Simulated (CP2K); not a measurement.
Au:

```
CELL_PARAMETERS angstrom
2.87792 0.00000 0.00000
1.43896 2.49236 0.00000
1.43896 0.83079 2.34982
ATOMIC_POSITIONS crystal
Au 0.00000 0.00000 0.00000
```

Program: CP2K 2026.2. Alike in all runs: no spin polarisation; cell as given; k mesh 11 × 11 × 11.

Order these runs on this cell by their pressure, lowest first.
A. level PBEsol; potentials or basis POTENTIAL_UZH Au GTH-PBE-q11; TZVP-MOLOPT-PBE-GTH basis; smearing fermi-dirac 0.05 eV; NGRIDS 5; basis sets Au TZVP-MOLOPT-PBE-GTH-q11; potentials Au GTH-PBE-q11 of POTENTIAL_UZH
B. level LDA; potentials or basis POTENTIAL_UZH Au GTH-PBE-q11; TZVP-MOLOPT-PBE-GTH basis; smearing fermi-dirac 0.05 eV; NGRIDS 5; basis sets Au TZVP-MOLOPT-PBE-GTH-q11; potentials Au GTH-PBE-q11 of POTENTIAL_UZH; hirshfeld SHAPE_FUNCTION DENSITY; VORONOI_RADII UNITY
C. level PBE; potentials or basis POTENTIAL_UZH Au GTH-PBE-q11; TZVP-MOLOPT-PBE-GTH basis; smearing fermi-dirac 0.05 eV; NGRIDS 5; basis sets Au TZVP-MOLOPT-PBE-GTH-q11; potentials Au GTH-PBE-q11 of POTENTIAL_UZH
D. level LDA; potentials or basis GTH_POTENTIALS Au GTH-PADE-q11; TZVP-MOLOPT-PBE-GTH basis; smearing fermi-dirac 0.1 eV; NGRIDS 4; basis sets Au TZVP-MOLOPT-PBE-GTH-q11; potentials Au GTH-PADE-q11 of GTH_POTENTIALS
E. level r2SCAN; potentials or basis POTENTIAL_UZH Au GTH-SCAN-q11; TZVP-MOLOPT-SCAN-GTH basis; smearing fermi-dirac 0.05 eV; NGRIDS 4; basis sets Au TZVP-MOLOPT-SCAN-GTH-q11; potentials Au GTH-SCAN-q11 of POTENTIAL_UZH

D (2.3 GPa), B (6.4 GPa), A (8.8 GPa), E (10.9 GPa), C (16.3 GPa).

Caveats: the basis of atomic orbitals isn't converged, which shifts pressures, moduli and gaps; the potentials were made for another functional, which shifts forces and pressure (some runs).

Not every run made on this cell is shown here.
